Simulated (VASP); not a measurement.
# MgS (F-43m) in VASP: a series of runs

The runs below take MgS through single point, relaxation of cell and atoms, with LDA.

All numbers are computed with VASP 6.6.1; they aren't measurements. Logs are shortened: lines on timing, memory, paths and dates and some standing lists are left out, and cuts for length are marked.

## 1. Starting point

The structure is cubic, space group F-43m (No. 216). The conventional cell has a = 5.594 Å, b = 5.594 Å, c = 5.594 Å, α = 90.00°, β = 90.00°, γ = 90.00°. Mg (site symmetry -43m) is surrounded by 4 S at 2.42 Å. Around S (site symmetry -43m) lie 4 Mg at 2.42 Å.

The cell was built by a generator and needn't be a form met in nature.

## 2. Single point, LDA

Input file INCAR:

```
SYSTEM = MgS
ALGO = Fast
EDIFF = 1E-6
ENCUT = 520
GGA = CA
ISIF = 2
ISMEAR = 0
LASPH = .True.
LCHARG = .False.
LREAL = .False.
LWAVE = .False.
NBANDS = 11
NELM = 100
PREC = Accurate
SIGMA = 0.02
```

Input file KPOINTS:

```
k-points
0
Gamma
  8 8 8
  0 0 0
```

Input file POSCAR:

```
MgS
1.0
    0.0000000000      2.7969475073      2.7969475073
    2.7969475073      0.0000000000      2.7969475073
    2.7969475073      2.7969475073      0.0000000000
Mg S
1 1
Direct
    0.0000000000      0.0000000000      0.0000000000
    0.2500000000      0.2500000000      0.2500000000
```

Potentials or basis: VASP PAW LDA potentials, release 64 (Mg, S).

Launch:

```sh
$ cat potpaw_LDA.64/Mg/POTCAR potpaw_LDA.64/S/POTCAR > POTCAR
$ mpirun -np 1 vasp_std > vasp.out
```

OUTCAR:

```text
SYSTEM = MgS
   EDIFF = 1E-6
   ENCUT = 520
   GGA = CA
   ISIF = 2
   ISMEAR = 0
   LASPH = .True.
   LREAL = .False.
   NELM = 100
   PREC = Accurate

 ion  position               nearest neighbor table
   1  0.000  0.000  0.000-   2 2.42   2 2.42   2 2.42   2 2.42
   2  0.250  0.250  0.250-   1 2.42   1 2.42   1 2.42   1 2.42

  LATTYP: Found a face centered cubic cell.
 ALAT       =     5.5938950146

  Lattice vectors:

 A1 = (   0.0000000000,   2.7969475073,   2.7969475073)
 A2 = (   2.7969475073,   0.0000000000,   2.7969475073)
 A3 = (   2.7969475073,   2.7969475073,   0.0000000000)

Analysis of symmetry for initial positions (statically):
=====================================================================
 Subroutine PRICEL returns:
 Original cell was already a primitive cell.

 Routine SETGRP: Setting up the symmetry group for a
 face centered cubic supercell.

 Subroutine GETGRP returns: Found 24 space group operations
 (whereof 24 operations were pure point group operations)
 out of a pool of 48 trial point group operations.

The static configuration has the point symmetry T_d .

Analysis of symmetry for dynamics (positions and initial velocities):
=====================================================================
 Subroutine PRICEL returns:
 Original cell was already a primitive cell.

 Routine SETGRP: Setting up the symmetry group for a
 face centered cubic supercell.

 Subroutine GETGRP returns: Found 24 space group operations
 (whereof 24 operations were pure point group operations)
 out of a pool of 48 trial point group operations.

The dynamic configuration has the point symmetry T_d .

 Subroutine INISYM returns: Found 24 space group operations
 (whereof 24 operations are pure point group operations),
 and found     1 'primitive' translations

----------------------------------------------------------------------------------------

                                     Primitive cell

  volume of cell :      43.7606

  direct lattice vectors                    reciprocal lattice vectors
     0.000000000  2.796947507  2.796947507    -0.178766315  0.178766315  0.178766315
     2.796947507  0.000000000  2.796947507     0.178766315 -0.178766315  0.178766315
     2.796947507  2.796947507  0.000000000     0.178766315  0.178766315 -0.178766315

  length of vectors
     3.955481098  3.955481098  3.955481098     0.309632341  0.309632341  0.309632341

  position of ions in fractional coordinates (direct lattice)
     0.000000000  0.000000000  0.000000000
     0.250000000  0.250000000  0.250000000

  ion indices of the primitive-cell ions
   primitive index   ion index
                 1           1
                 2           2

----------------------------------------------------------------------------------------

 KPOINTS: k-points

Automatic generation of k-mesh.
 Grid dimensions read from file:
 generate k-points for:    8    8    8

 Generating k-lattice:

  Cartesian coordinates                     Fractional coordinates (reciprocal lattice)
    -0.022345789  0.022345789  0.022345789     0.125000000  0.000000000  0.000000000
     0.022345789 -0.022345789  0.022345789     0.000000000  0.125000000  0.000000000
     0.022345789  0.022345789 -0.022345789     0.000000000  0.000000000  0.125000000

  Length of vectors
     0.038704043  0.038704043  0.038704043

  Shift w.r.t. Gamma in fractional coordinates (k-lattice)
     0.000000000  0.000000000  0.000000000

 Subroutine IBZKPT returns following result:
 ===========================================

 Found     29 irreducible k-points:

 Following reciprocal coordinates:
            Coordinates               Weight
  0.000000  0.000000  0.000000      1.000000
  0.125000  0.000000  0.000000      8.000000
  0.250000  0.000000  0.000000      8.000000
  0.375000  0.000000  0.000000      8.000000
  0.500000  0.000000  0.000000      4.000000
  0.125000  0.125000  0.000000      6.000000
[... 16 lines left out ...]
  0.500000  0.250000  0.125000     48.000000
 -0.375000  0.250000  0.125000     24.000000
 [... further k-points ...]
   k-points           NKPTS =     29   k-points in BZ     NKDIM =     29   number of bands    NBANDS=     11
   number of dos      NEDOS =    301   number of ions     NIONS =      2
   total plane-waves  NPLWV =  27000
   dimension x,y,z NGX =    30 NGY =   30 NGZ =   30
   dimension x,y,z NGXF=    60 NGYF=   60 NGZF=   60
   ions per type =               1   1
   NGX,Y,Z   is equivalent  to a cutoff of  12.61, 12.61, 12.61 a.u.
   NGXF,Y,Z  is equivalent  to a cutoff of  25.22, 25.22, 25.22 a.u.
 SYSTEM =  MgS
   PREC   = accura    normal or accurate (medium, high low for compatibility)
   ISTART =      0    job   : 0-new  1-cont  2-samecut
   ICHARG =      2    charge: 1-file 2-atom 10-const
   ISPIN  =      1    spin polarized calculation?
   LNONCOLLINEAR =      F non collinear calculations
   LSORBIT =      F    spin-orbit coupling
   LASPH  =      T    aspherical Exc in radial PAW
   ENCUT  =  520.0 eV  38.22 Ry    6.18 a.u.   7.35  7.35  7.35*2*pi/ulx,y,z
   NELM   =    100;   NELMIN=  2; NELMDL= -5     # of ELM steps
   EDIFF  = 0.1E-05   stopping-criterion for ELM
   LREAL  =      F    real-space projection
   EDIFFG = 0.1E-04   stopping-criterion for IOM
   NSW    =      0    number of steps for IOM
   IBRION =     -1    ionic relax: 0-MD 1-quasi-New 2-CG
   NFREE  =      0    steps in history (QN), initial steepest desc. (CG)
   ISIF   =      2    stress and relaxation
   ISYM   =      2    0-nonsym 1-usesym 2-fastsym
   POTIM  = 0.5000    time-step for ionic-motion
   TEBEG  =    0.0;   TEEND  =   0.0 temperature during run
   PSTRESS=    0.0 pullay stress
   NELECT =       8.0000    total number of electrons
   NUPDOWN=      -1.0000    fix difference up-down
   EMIN   =  10.00;   EMAX   =-10.00  energy-range for DOS
   EFERMI =   0.00;   METHOD = LEGACY
   ISMEAR =     0;   SIGMA  =   0.02  broadening in eV -4-tet -1-fermi 0-gaus
   EFERMI_NEDOS =   21; number of points for ismear=-14 and -15
   IALGO  =     68    algorithm
   IMIX   =      4    mixing-type and parameters
     AMIX     =   0.40;   BMIX     =  1.00
     AMIX_MAG =   1.60;   BMIX_MAG =  1.00
  volume/ion in A,a.u.               =      21.88       147.66
  Fermi-wavevector in a.u.,A,eV,Ry     =   0.929131  1.755804 11.745710  0.863285
  Thomas-Fermi vector in A             =   2.055382
   LORBIT       =      0    0 simple, 1 ext, 2 COOP (PROOUT), +10 PAW based schemes
   GGA     = CA    functional components
   LHFCALC =     F    Hartree Fock is set to
   AEXX    =    0.0000 exact exchange contribution
   IVDW    =     0    specifies the selected vdW correction
   LEPSILON=     F    determine dielectric tensor
   LRPA    =     F    only Hartree local field effects (RPA)
 non-spin polarized calculation
 RMM-DIIS sequential band-by-band and
 Gauss-broadening in eV      SIGMA  =   0.02
  energy-cutoff  :      520.00
  volume of cell :       43.76
 maximum number of plane-waves:      1243
 NGX is ok and might be reduce to    30
   NGX = 15   NGY = 15   NGZ = 15

 number of electron       8.0000000 magnetization

 Free energy of the ion-electron system (eV)
  ---------------------------------------------------
  ext. energy  EPLUGINS =         0.00000000
  ---------------------------------------------------
  free energy    TOTEN  =        -9.39358260 eV

  energy without entropy =       -9.39358260  energy(sigma->0) =       -9.39358260

 E-fermi :   1.2104     XC(G=0):  -8.8998

 val. band max:        1.1265992727   @ k =   0.0000   0.0000   0.0000
 cond. band min:       4.5035324611   @ k =   0.0000   0.0000   0.0000
 fundamental gap:      3.3769331885
 Fermi energy:         1.2103819003

 k-point     1 :       0.0000    0.0000    0.0000
  band No.  band energies     occupation
      1     -10.2349      2.00000
      2       1.1266      2.00000
      3       1.1266      2.00000
      4       1.1266      2.00000
      5       4.5035      0.00000
      6       8.9861      0.00000
      7       8.9861      0.00000
      8       8.9861      0.00000
      9      11.9431      0.00000
     10      11.9431      0.00000
     11      14.7804      0.00000

 k-point     2 :       0.1250    0.0000    0.0000
  band No.  band energies     occupation
      1     -10.1389      2.00000
      2       0.3946      2.00000
      3       1.0700      2.00000
      4       1.0700      2.00000
      5       5.1927      0.00000
      6       8.7997      0.00000
      7       9.1701      0.00000
      8       9.1701      0.00000
      9      11.4507      0.00000
     10      11.4507      0.00000
     11      14.1341      0.00000

 k-point     3 :       0.2500    0.0000    0.0000
  band No.  band energies     occupation
      1      -9.8889      2.00000
      2      -0.8496      2.00000
      3       0.9426      2.00000
      4       0.9426      2.00000
      5       6.0334      0.00000
      6       8.8696      0.00000
      7       9.1962      0.00000
      8       9.1962      0.00000
      9      11.5051      0.00000
     10      11.5051      0.00000
     11      13.2701      0.00000
[... 267 lines left out ...]
 k-point    23 :       0.5000    0.2500    0.1250
  band No.  band energies     occupation
      1      -9.4588      2.00000
      2      -1.6010      2.00000
      3      -0.1543      2.00000
      4       0.5345      2.00000
      5       6.9752      0.00000
      6       7.8152      0.00000
      7       8.9692      0.00000
      8      10.1230      0.00000
      9      11.9779      0.00000
     10      14.6514      0.00000
     11      15.2709      0.00000

 k-point    24 :      -0.3750    0.2500    0.1250
  band No.  band energies     occupation
      1      -9.3531      2.00000
      2      -1.8354      2.00000
      3      -0.2642      2.00000
      4       0.4328      2.00000
      5       7.0340      0.00000
      6       7.5269      0.00000
      7       9.8701      0.00000
      8       9.9055      0.00000
      9      12.5180      0.00000
     10      13.9615      0.00000
     11      15.4402      0.00000

 [... further k-points ...]

------------------------ aborting loop because EDIFF is reached ----------------------------------------

  FORCE on cell =-STRESS in cart. coord.  units (eV):
  Direction    XX          YY          ZZ          XY          YZ          ZX
  --------------------------------------------------------------------------------------
  -------------------------------------------------------------------------------------
  Total       -0.0932434     -0.0932434     -0.0932434      0.0000000      0.0000000      0.0000000
  in kB       -3.4138610     -3.4138610     -3.4138610      0.0000000      0.0000000      0.0000000
  external PRESSURE =      -3.4138610 kB  Pullay stress =       0.0000000 kB

 VOLUME and BASIS-vectors are now :
 -----------------------------------------------------------------------------
  energy-cutoff  :      520.00
  volume of cell :       43.76
      direct lattice vectors                 reciprocal lattice vectors
     0.000000000  2.796947507  2.796947507    -0.178766315  0.178766315  0.178766315
     2.796947507  0.000000000  2.796947507     0.178766315 -0.178766315  0.178766315
     2.796947507  2.796947507  0.000000000     0.178766315  0.178766315 -0.178766315

 POSITION                                       TOTAL-FORCE (eV/Angst)
 -----------------------------------------------------------------------------------
      0.00000      0.00000      0.00000         0.000000      0.000000      0.000000
      1.39847      1.39847      1.39847        -0.000000     -0.000000     -0.000000
 -----------------------------------------------------------------------------------
    total drift:                                0.000000      0.000000      0.000000

  FREE ENERGIE OF THE ION-ELECTRON SYSTEM (eV)
  ---------------------------------------------------
  free  energy   TOTEN  =        -9.3935825966 eV

  energy  without entropy=       -9.3935825966  energy(sigma->0) =       -9.39358260
```

Run time: 8 s. Hardware: 1 thread of Intel Xeon 6975P-C (Granite Rapids), shared host; peak memory 0.15 GiB.

Results:

```
Free energy            : -9.3936 eV
Pressure               : -0.3 GPa
Band gap on the k mesh : 3.38 eV, direct
```

## 3. Relaxation of cell and atoms, LDA

This run uses another cell than the first one, of 22.67 Å³/atom, 1.036 times its volume.

Input file INCAR:

```
SYSTEM = MgS
  PREC = Accurate
  ENCUT = 600
  EDIFF = 1E-6
  ISMEAR = 0
  SIGMA = 0.02
  LREAL = .FALSE.
  LASPH = .TRUE.
  NELM = 100
  ALGO = Normal
  ISIF = 3
  LWAVE = .FALSE.
  LCHARG = .FALSE.
  IBRION = 2
  NSW = 100
  EDIFFG = -0.002
```

Input file KPOINTS:

```
regular mesh
0
G
  8 8 8
  0 0 0
```

Input file POSCAR:

```
MgS
1.0
    0.0000000000      2.8300000000      2.8300000000
    2.8300000000      0.0000000000      2.8300000000
    2.8300000000      2.8300000000      0.0000000000
Mg S
1 1
Direct
    0.0000000000      0.0000000000      0.0000000000
    0.2500000000      0.2500000000      0.2500000000
```

Potentials or basis: VASP PAW LDA potentials, release 64 (Mg, S).

Launch:

```sh
$ cat potpaw_LDA.64/Mg/POTCAR potpaw_LDA.64/S/POTCAR > POTCAR
$ mpirun -np 1 vasp_std > vasp.out
```

Run time: 8.3 s. Hardware: 1 thread of Intel Xeon 6975P-C (Granite Rapids), shared host; peak memory 0.16 GiB.

Results (log left out):

```yaml
Free_energy: -9.3942 eV
Relaxed_volume: 21.77 Å³/atom
Relaxed_cell: a = 3.949 Å, b = 3.949 Å, c = 3.949 Å, α = 60.00°, β = 60.00°, γ = 60.00°
Space_group_after_relaxing_to_0.05_Å: F-43m (No. 216)
Energy_gained_by_relaxing: 6.7 meV/atom
Ionic_steps: 3
Pressure_after_relaxing: 0.0 GPa
Band_gap_on_the_k_mesh: 3.40 eV, direct
```

Step by step:
| step | energy change (eV) | largest force (eV/Å) | pressure (GPa) | volume (Å³) |
| --- | --- | --- | --- | --- |
| 1 | 0.0000 | 0.0000 | -2.33 | 45.33 |
| 2 | -0.0129 | 0.0000 | 0.50 | 43.20 |
| 3 | -0.0135 | 0.0000 | 0.00 | 43.54 |

Final structure:
```xyz
2
Lattice="0.0000 2.7922 2.7922 2.7922 0.0000 2.7922 2.7922 2.7922 0.0000" Properties=species:S:1:pos:R:3 pbc="T T T"
Mg    0.0000    0.0000    0.0000
S     1.3961    1.3961    1.3961
```

Levels at points of the mesh, in eV from the valence-band top:
```csv
k point,band 1,band 2,band 3,band 4,band 5,band 6,band 7,band 8
"(0.00, 0.00, 0.00)",-11.38,0.00,0.00,0.00,3.40,7.87,7.87,7.87
"(0.50, 0.00, 0.00)",-10.61,-3.36,-0.35,-0.35,5.02,7.52,7.52,8.57
"(0.50, 0.50, 0.00)",-10.36,-3.00,-1.11,-1.11,3.62,5.48,11.29,12.34
```

[end of part 1 of 2]
